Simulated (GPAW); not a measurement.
## MgO (Periclase, Fm-3m): the O K absorption edge

Aim: the near-edge shape at the O K edge of MgO (Periclase, Fm-3m), and what the core hole does to it.

Program: GPAW 26.7.0. Level of theory: X-ray absorption from dipole matrix elements to empty bands, plane-wave PAW PBE. Results are calculated unless marked as measured.

The database entry behind the starting cell differs from later determinations by our own check (about 0.1 % long), so it need not match the best structure at ambient conditions.

## Step 1: The structure

The structure is cubic, space group Fm-3m (No. 225). Conventional cell: a = 4.217 Å, b = 4.217 Å, c = 4.217 Å, α = 90.00°, β = 90.00°, γ = 90.00°. Nearest to Mg lie 6 O at 2.11 Å. Nearest to O lie 6 Mg at 2.11 Å. Farther neighbours and most contacts between anions are not listed.

## Step 2: The field without a hole

A plain self-consistent run shows whether there is a gap, which decides the set-up of the core-hole run.

Input file scf.py:

```python
import numpy as np
from ase import Atoms
from ase.parallel import parprint, paropen
from gpaw import GPAW, PW, FermiDirac, Mixer, MixerDif, setup_paths
from gpaw.test import gen
setup_paths.insert(0, '.')
gen('O', name='nch1s', xcname='PBE', corehole=(1, 0, 0), write_xml=True)

atoms = Atoms('MgO',
    cell=[[0, 2.1085, 2.1085],
     [2.1085, 0, 2.1085],
     [2.1085, 2.1085, 0]],
    scaled_positions=[[0, 0, 0],
     [0.5, 0.5, 0.5]],
    pbc=True)
atoms.calc = calc = GPAW(legacy_gpaw=True, mode=PW(500), xc='PBE', setups={1: 'nch1s'},
    kpts={'size': (10, 10, 10), 'gamma': True}, occupations=FermiDirac(0.05),
    charge=0, mixer=Mixer(0.1, 5, 50), maxiter=150,
    convergence={'density': 0.0001}, txt='scf.txt')
energy = atoms.get_potential_energy() + calc.get_reference_energy()
ef = calc.get_fermi_level()
out = dict(energy=energy, fermi=ef, forces=atoms.get_forces().tolist())
parprint(f'all-electron energy {energy:.4f} eV, Fermi level {ef:.4f} eV')
ev = np.array([[calc.get_eigenvalues(k, s) for k in range(len(calc.get_ibz_k_points()))] for s in range(calc.get_number_of_spins())])
out['homo'], out['lumo'], out['counts'] = ev[ev < ef].max(), ev[ev > ef].min(), sorted(set((ev < ef).sum((0, 2)).tolist()))
out['filled'] = (ev[:, 0] < ef).sum(1).tolist()
import json
with paropen('out.json', 'w') as f:
    json.dump(out, f)
```

Launch:

```bash
> OMP_NUM_THREADS=1 python scf.py
```

Numbers of over 12 decimals in the logs are rounded to 6 here.

The log of the run:

```text
Input parameters:
  convergence: {density: 0.0001}
  kpts: {gamma: True,
         size: (10, 10, 10)}
  maxiter: 150
  mixer: {backend: pulay,
          beta: 0.1,
          method: separate,
          nmaxold: 5,
          weight: 50}
  mode: {ecut: 500.0,
         name: pw}
  occupations: {fixmagmom: False,
                name: fermi-dirac,
                width: 0.05}
  setups: {1: nch1s}
  xc: PBE

Initialize ...

[... PAW data sets ...]

Reference energy: -7490.497304  # eV

Spin-paired calculation

[... convergence settings ...]
Symmetries present (total): 48
  [... symmetry matrices ...]

1000 k-points: 10 x 10 x 10 Monkhorst-Pack grid + [1/20,1/20,1/20]
47 k-points in the irreducible part of the Brillouin zone
       k-points in crystal coordinates                weights
   0:     0.00000000    0.00000000    0.00000000          1/1000
   1:     0.10000000    0.10000000    0.00000000          6/1000
   2:     0.10000000    0.10000000    0.10000000          8/1000
   3:     0.20000000    0.10000000    0.10000000         12/1000
   4:     0.20000000    0.20000000    0.00000000          6/1000
   5:     0.20000000    0.20000000    0.10000000         24/1000
   6:     0.20000000    0.20000000    0.20000000          8/1000
   7:     0.30000000    0.20000000    0.10000000         24/1000
   8:     0.30000000    0.20000000    0.20000000         24/1000
   9:     0.30000000    0.30000000    0.00000000          6/1000
          ...
  46:     0.50000000    0.50000000    0.50000000          4/1000

Wave functions: Plane wave expansion
  Cutoff energy: 500.000 eV
  Number of coefficients (min, max): 468, 531
  Pulay-stress correction: 0.000000 eV/Ang^3 (de/decut=0.000000)
  Using FFTW library
  Wavefunction extrapolation:
    Improved wavefunction reuse through dual PAW basis

Occupation numbers: Fermi-Dirac:
  width: 0.0500  # eV

Eigensolver
   Davidson(niter=2)

Densities:
  Coarse grid: 16*16*16 grid
  Fine grid: 32*32*32 grid
  Total Charge: 0.000000

Density mixing:
  Method: separate
  Backend: pulay
  Linear mixing parameter: 0.1
  old densities: 5
  Width of damping distribution: 1.1
  Damping of long wavelength oscillations: 50

[... Hamiltonian set-up ...]
Number of atoms: 2
Number of atomic orbitals: 12
Number of bands in calculation: 12
Number of valence electrons: 16
Bands to converge: occupied

... initialized

Initializing position-dependent things.

Density initialized from atomic densities
Creating initial wave functions:
  12 bands from LCAO basis set

              O

       Mg

Atomic positions and initial magnetic moments

Positions:
   0 Mg     0.000000    0.000000    0.000000    ( 0.0000,  0.0000,  0.0000)
   1 O      2.108500    2.108500    2.108500    ( 0.0000,  0.0000,  0.0000)

Unit cell:
           periodic     x           y           z      points  spacing
  1. axis:    yes    0.000000    2.108500    2.108500    16     0.1522
  2. axis:    yes    2.108500    0.000000    2.108500    16     0.1522
  3. axis:    yes    2.108500    2.108500    0.000000    16     0.1522

  Lengths:   2.981869   2.981869   2.981869
  Angles:   60.000000  60.000000  60.000000

Effective grid spacing dv^(1/3) = 0.1660

iter:   1   -12.963135
iter:   2   -12.374643   -0.46  -1.03
iter:   3   -11.774125   -0.82  -1.13
iter:   4   -11.804562   -1.44  -1.43
iter:   5   -11.782249   -1.82  -1.78
iter:   6   -11.779121   -3.06  -2.46
iter:   7   -11.778766c  -4.29  -2.80
iter:   8   -11.778710c  -4.56  -3.12
iter:   9   -11.778649c  -4.63  -3.28
iter:  10   -11.778637c  -6.16  -3.65
iter:  11   -11.778637c  -7.48c -5.11c

Converged after 11 iterations.

Dipole moment: (-0.000000, -0.000000, -0.000000) |e|*Ang

Energy contributions relative to reference atoms: (reference = -7490.497304)

Kinetic:         +9.521933
Potential:       -7.231495
External:        +0.000000
XC:             -14.067264
Entropy (-ST):   -0.000000
Local:           -0.001811
SIC:             +0.000000
--------------------------
Free energy:    -11.778637
Extrapolated:   -11.778637

Showing only first 2 kpts
 Kpt  Band  Eigenvalues  Occupancy
  0     6      4.82511    2.00000
  0     7      4.82511    2.00000
  0     8      9.56786    0.00000
  0     9     20.68038    0.00000

  1     6      4.70602    2.00000
  1     7      4.70641    2.00000
  1     8     10.40036    0.00000
  1     9     19.06169    0.00000

Fermi level: 6.26047

Gap: 4.743 eV
Transition (v -> c):
  (s=0, k=0, n=7, [0.00, 0.00, 0.00]) -> (s=0, k=0, n=8, [0.00, 0.00, 0.00])
No difference between direct/indirect transitions

Forces in eV/Ang:
  0 Mg    0.00000   -0.00000    0.00000
  1 O     0.00000   -0.00000   -0.00000
Scalar-relativistic atomic PBE calculation for O (Oxygen, Z=8)
Core hole in 1s state (1s occupation: 2.0)
300 radial gridpoints.
|------------------------------------------------|
|------------------------------------------------|
[... the atom generator's iteration count ...]

Energy contributions:
-------------------------
Kinetic:      +74.889487
XC:            -8.275248
Potential:   -141.614183
-------------------------
Total:        -74.999944

state      eigenvalue         ekin         rmax
-----------------------------------------------
1s^2.0 :   -18.913699    29.145489        0.129
2s^2.0 :    -0.880545     3.220963        0.871
2p^4.0 :    -0.331818     2.539146        0.819
-----------------------------------------------
(units: Bohr and Hartree)

Generating PAW setup
Kinetic energy of the core from tauc = 58.337696
Cutoffs:
rc(s)=1.300
rc(p)=1.130
rc(d)=1.170
rc(vbar)=1.300
rc(comp)=1.260
rc(nct)=1.300

Kinetic energy of the core states: 58.290978
Charge: 0.0
Core electrons: 2.0
Valence electrons: 6.0
Pseudo-core charge: 0.000736
Shape function alpha=6.299
Pseudo-electron charge 5.680117
state    eigenvalue         norm
--------------------------------
2s(2) :    -0.880545     1.081993
*s    :     0.119455
2p(4) :    -0.331818     0.878848
*p    :     0.668182
*d    :     0.000000
--------------------------------

Diagonalizing with gridspacing h=0.050

state   all-electron     PAW
-------------------------------
2s:      -0.880545    -0.881653
2p:      -0.331818    -0.335594
*d:                    0.049820
*f:                    0.077145
-------------------------------
all-electron energy -7502.2759 eV, Fermi level 6.2605 eV
```

It took 5.1 s on 1 thread of Arm Neoverse V2, shared host; peak memory 0.14 GiB.

The mesh shows a gap of 4.74 eV, so the hole is first treated in a charged cell, without the excited electron.

## Step 3: Spectrum without a core hole, O atom 2

This cheap baseline ignores the attraction of the hole: it shows the absorber's empty states as they are in the ground state. The data set with a hole of occupation 0 only carries the core orbital.

The absorber has 6 Mg at 2.11 Å (octahedral, site symmetry m-3m).

Input file xas.py:

```python
import numpy as np
from ase import Atoms
from ase.parallel import parprint, paropen
from gpaw import GPAW, PW, FermiDirac, Mixer, MixerDif, setup_paths
from gpaw.test import gen
setup_paths.insert(0, '.')
gen('O', name='nch1s', xcname='PBE', corehole=(1, 0, 0), write_xml=True)

atoms = Atoms('MgO',
    cell=[[0, 2.1085, 2.1085],
     [2.1085, 0, 2.1085],
     [2.1085, 2.1085, 0]],
    scaled_positions=[[0, 0, 0],
     [0.5, 0.5, 0.5]],
    pbc=True)
atoms.calc = calc = GPAW(legacy_gpaw=True, mode=PW(500), xc='PBE', setups={1: 'nch1s'},
    kpts={'size': (10, 10, 10), 'gamma': True}, occupations=FermiDirac(0.02),
    charge=0, mixer=Mixer(0.1, 5, 50), maxiter=150,
    convergence={'density': 0.0001}, txt='scf.txt')
energy = atoms.get_potential_energy() + calc.get_reference_energy()
ef = calc.get_fermi_level()
out = dict(energy=energy, fermi=ef, forces=atoms.get_forces().tolist())
parprint(f'all-electron energy {energy:.4f} eV, Fermi level {ef:.4f} eV')
ev = np.array([[calc.get_eigenvalues(k, s) for k in range(len(calc.get_ibz_k_points()))] for s in range(calc.get_number_of_spins())])
out['homo'], out['lumo'], out['counts'] = ev[ev < ef].max(), ev[ev > ef].min(), sorted(set((ev < ef).sum((0, 2)).tolist()))
out['filled'] = (ev[:, 0] < ef).sum(1).tolist()

from gpaw.xas import XAS
nb = int(calc.get_number_of_electrons() / 2) + 15
top = nb
nscf = calc.fixed_density(kpts={'size': (9, 9, 9), 'gamma': True},
    convergence={'eigenstates': 1.0}, txt='nscf.txt')
nscf.diagonalize_full_hamiltonian(nbands=nb)
cell = atoms.cell.array
ops = [cell.T @ U.T @ np.linalg.inv(cell.T) for U in nscf.wfs.kd.symmetry.op_scc]
filled = [8]  # bands filled in the ground state, by spin
E = np.arange(-25, 34, 0.1)
fwhm = np.interp(E, [4, 25], [0.9, 3.5])
Y, X, zero, highest = 0, 0, 1e9, 1e9
for spin in range(nscf.get_number_of_spins()):
    xas = XAS(nscf, mode='all', center=1, spin=spin)
    eps = xas.eps_kn
    d = xas.sigma_cmkn  # core-to-band dipole matrix elements, k weights included
    T = np.einsum('amkn,bmkn->abkn', d, d.conj()).real
    T = sum(np.einsum('ai,ijkn,bj->abkn', R, T, R) for R in ops) / len(ops)
    empty = np.ones_like(eps, bool) & (np.arange(nb) >= filled[spin])
    zero, highest = min(zero, eps[empty].min()), min(highest, eps[:, top - 1].min())
    lines = [(eps, T, empty)] if spin == 0 else lines + [(eps, T, empty)]
for eps, T, empty in lines:
    f = np.einsum('aakn->akn', T).reshape(3, -1)
    x = eps.ravel() - zero
    w = np.interp(x, E, fwhm) / 2.35482
    g = np.exp(-0.5 * ((E[:, None] - x) / w) ** 2) / (w * (2 * np.pi) ** 0.5)
    Y = Y + (f * empty.ravel()) @ g.T
    X = X + (f * ~empty.ravel()) @ g.T
out.update(E=E.round(2).tolist(), xas=Y.tolist(), xes=X.tolist(), zero=zero, valid=highest - zero, nk=len(eps), nb=nb)
for i in range(0, len(E), 10):
    parprint(f'{E[i]:7.2f}', *(f'{v:10.3e}' for v in Y[:, i]))
import json
with paropen('out.json', 'w') as f:
    json.dump(out, f)
```

Launch:

```bash
> OMP_NUM_THREADS=1 python xas.py
```

The log of the run:

```text
Input parameters:
  convergence: {density: 0.0001}
  kpts: {gamma: True,
         size: (10, 10, 10)}
  maxiter: 150
  mixer: {backend: pulay,
          beta: 0.1,
          method: separate,
          nmaxold: 5,
          weight: 50}
  mode: {ecut: 500.0,
         name: pw}
  occupations: {fixmagmom: False,
                name: fermi-dirac,
                width: 0.02}
  setups: {1: nch1s}
  xc: PBE

Initialize ...

[...]
*p    :     0.668182
*d    :     0.000000
--------------------------------

Diagonalizing with gridspacing h=0.050

state   all-electron     PAW
-------------------------------
2s:      -0.880545    -0.881653
2p:      -0.331818    -0.335594
*d:                    0.049820
*f:                    0.077145
-------------------------------
all-electron energy -7502.2759 eV, Fermi level 5.4854 eV
[...]
32.00  5.280e-05  5.280e-05  5.280e-05
  33.00  5.460e-05  5.460e-05  5.460e-05
[key lines of the parts left out:]
Converged after 11 iterations.
Dipole moment: (-0.000000, -0.000000, -0.000000) |e|*Ang
Free energy:    -11.778637
Fermi level: 5.48542
```

Run time: 17 s. Hardware: 1 thread; peak memory 0.18 GiB.

The O K spectrum, O atom 2, no core hole (energy from the lowest empty level; intensity scaled to a mean of 1 over the first 20 eV):

```tsv
E (eV)	intensity
-2.00	0.00
-1.25	0.00
-0.50	0.00
0.25	0.01
1.00	0.06
1.75	0.19
2.50	0.30
3.25	0.65
4.00	0.89
4.75	1.25
5.50	1.41
6.25	1.81
7.00	3.62
7.75	3.89
8.50	1.99
9.25	0.71
10.00	0.33
10.75	0.35
11.50	0.65
12.25	1.08
13.00	1.29
13.75	1.22
14.50	1.00
15.25	0.77
16.00	0.64
16.75	0.61
17.50	0.60
18.25	0.52
19.00	0.41
19.75	0.34
20.50	0.37
21.25	0.52
22.00	0.79
22.75	1.12
23.50	1.40
24.25	1.50
25.00	1.38
25.75	1.11
26.50	0.83
27.25	0.64
28.00	0.54
28.75	0.51
29.50	0.51
30.25	0.52
31.00	0.55
31.75	0.60
```

Main maxima below 24 eV (height): 7.4 eV (4.15) and 13.1 eV (1.30). A K edge sees empty p states on the absorber.

The same matrix elements for filled bands give the O K emission of O atom 2 (ground-state approximation; energy from the lowest empty level, largest value 1):

```tsv
E (eV)	emission
-24.00	0.00
-23.25	0.00
-22.50	0.00
-21.75	0.00
-21.00	0.00
-20.25	0.00
-19.50	0.00
-18.75	0.00
-18.00	0.00
-17.25	0.00
-16.50	0.00
-15.75	0.00
-15.00	0.00
-14.25	0.00
-13.50	0.00
-12.75	0.00
-12.00	0.00
-11.25	0.00
-10.50	0.00
-9.75	0.01
-9.00	0.16
-8.25	0.39
-7.50	0.26
-6.75	0.39
-6.00	0.85
-5.25	0.81
-4.50	0.13
-3.75	0.00
-3.00	0.00
-2.25	0.00
-1.50	0.00
-0.75	0.00
0.00	0.00
0.75	0.00
1.50	0.00
2.25	0.00
3.00	0.00
```

Emission maxima: -8.2 eV (0.39) and -5.6 eV (1.00).

## Step 4: Reference energy of the supercell

The photon energy needs a difference of total energies, so the cell and mesh of the coming hole run are first run without a hole.

scf.py: that of step 2 with these lines changed.

```diff
@@ -8,11 +8,25 @@
 
-atoms = Atoms('MgO',
-    cell=[[0, 2.1085, 2.1085],
-     [2.1085, 0, 2.1085],
-     [2.1085, 2.1085, 0]],
+atoms = Atoms('Mg8O8',
+    cell=[[0, 4.217, 4.217],
+     [4.217, 0, 4.217],
+     [4.217, 4.217, 0]],
     scaled_positions=[[0, 0, 0],
-     [0.5, 0.5, 0.5]],
+     [0, 0, 0.5],
+     [0, 0.5, 0],
+     [0.5, 0, 0],
+     [0, 0.5, 0.5],
+     [0.5, 0, 0.5],
+     [0.5, 0.5, 0],
+     [0.5, 0.5, 0.5],
+     [0.25, 0.25, 0.25],
+     [0.25, 0.25, 0.75],
+     [0.25, 0.75, 0.25],
+     [0.75, 0.25, 0.25],
+     [0.25, 0.75, 0.75],
+     [0.75, 0.25, 0.75],
+     [0.75, 0.75, 0.25],
+     [0.75, 0.75, 0.75]],
     pbc=True)
-atoms.calc = calc = GPAW(legacy_gpaw=True, mode=PW(500), xc='PBE', setups={1: 'nch1s'},
-    kpts={'size': (10, 10, 10), 'gamma': True}, occupations=FermiDirac(0.05),
+atoms.calc = calc = GPAW(legacy_gpaw=True, mode=PW(500), xc='PBE', setups={8: 'nch1s'},
+    kpts={'size': (4, 4, 4), 'gamma': True}, occupations=FermiDirac(0.02),
     charge=0, mixer=Mixer(0.1, 5, 50), maxiter=150,
```

Launch:

```bash
> OMP_NUM_THREADS=1 python scf.py
```

The log of the run:

```text
Input parameters:
  convergence: {density: 0.0001}
  kpts: {gamma: True,
         size: (4, 4, 4)}
  maxiter: 150
  mixer: {backend: pulay,
          beta: 0.1,
          method: separate,
          nmaxold: 5,
          weight: 50}
  mode: {ecut: 500.0,
         name: pw}
  occupations: {fixmagmom: False,
                name: fermi-dirac,
                width: 0.02}
  setups: {8: nch1s}
  xc: PBE

Initialize ...

[...]
--------------------------------
2s(2) :    -0.880545     1.081993
*s    :     0.119455
2p(4) :    -0.331818     0.878848
*p    :     0.668182
*d    :     0.000000
--------------------------------

Diagonalizing with gridspacing h=0.050

state   all-electron     PAW
-------------------------------
2s:      -0.880545    -0.881653
2p:      -0.331818    -0.335594
*d:                    0.049820
*f:                    0.077145
-------------------------------
all-electron energy -60018.2420 eV, Fermi level 5.9966 eV
[key lines of the parts left out:]
Converged after 15 iterations.
Dipole moment: (-0.000002, -0.000002, -0.000002) |e|*Ang
Free energy:    -94.264404
Fermi level: 5.99664
```

Wall time 72 s (1 thread); peak memory 0.32 GiB.

Reference energy: -60018.242 eV with the cores included.

(Part 1 of 2 ends here.)

[Banner, clock and machine lines of the logs are left out without a mark of their own.]

[Logs are printed without paths, hosts, clocks, repeated set-up lines and the standing remarks that a program may print on its own settings, such as how far it seeks lower states.]

[Hosts, paths, dates, database ids (printed as entryN), source tags and the programs' standing remarks are cut or masked in the printed files.]

[Lists of maxima count a maximum above −3 eV only where it reaches 4 % of the highest in the window and stands out from its surroundings by 2 % of it (1.5 % where it reaches 55 %); shoulders and weaker maxima are passed over, and of the rest the first, up to two pre-edge ones and the few strongest are named.]
